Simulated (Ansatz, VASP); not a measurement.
# One calculation of Sc, two programs

The input INCAR:

```
SYSTEM = Sc
ALGO = Fast
EDIFF = 1E-7
ENCUT = 500
GGA = PE
ISIF = 2
ISMEAR = 0
LASPH = .True.
LCHARG = .True.
LELF = .True.
LREAL = .False.
LVHAR = .True.
LWAVE = .False.
NELM = 60
PREC = Accurate
SIGMA = 0.1
```

Contents of KPOINTS:

```
k-points
0
Gamma
  9 9 5
  0 0 0
```

Contents of POSCAR:

```
Sc
1.0
    3.3090000000      0.0000000000      0.0000000000
   -1.6545000000      2.8656780611      0.0000000000
    0.0000000000      0.0000000000      5.2733000000
Sc
2
Direct
    0.6666666667      0.3333333333      0.7500000000
    0.3333333333      0.6666666667      0.2500000000
```

input.yaml

```yaml
crystal:
  lattice:
    - [3.309, 0.0, 0.0]
    - [-1.6545, 2.8656780611, 0.0]
    - [0.0, 0.0, 5.2733]
  atoms:
    - { symbol: Sc, position: [0.6666666667, 0.3333333333, 0.75] }
    - { symbol: Sc, position: [0.3333333333, 0.6666666667, 0.25] }
hamiltonian:
  xc: pbe
  pseudopotentials: { kind: paw }
kpoints:
  mp_grid: { grid: [9, 9, 5] }
scf:
  occupations: { method: gaussian, width: 0.1 }
output:
  forces: true
  stress: true
  eigenvalues: true
  write_density: true
  write_potential: true
  elf: true
  volumetric_format: npy
```

Alike in both runs: task single point; functional PBE; k mesh 9 × 9 × 5; occupations gaussian, width 0.1 eV; no spin polarisation.

```csv
,VASP,Ansatz
version,VASP 6.6.1,Ansatz 0.2.0
potentials or method,"VASP PAW PBE potentials, release 64 (Sc_sv)",Ansatz PAW
plane-wave cutoff (eV),500,420
valence electrons in the cell,22,22
```

VASP gave:

```
gap on the k mesh at the Fermi level (eV)       : none
pressure (GPa)                                  : -0.7
largest component of the traceless stress (GPa) : 1.01
```

Which values does Ansatz return?

gap on the k mesh at the Fermi level (eV): none; pressure (GPa): -0.7; largest component of the traceless stress (GPa): 1.02.

A gap of «none» marks a metal or a gap that the smearing closes.
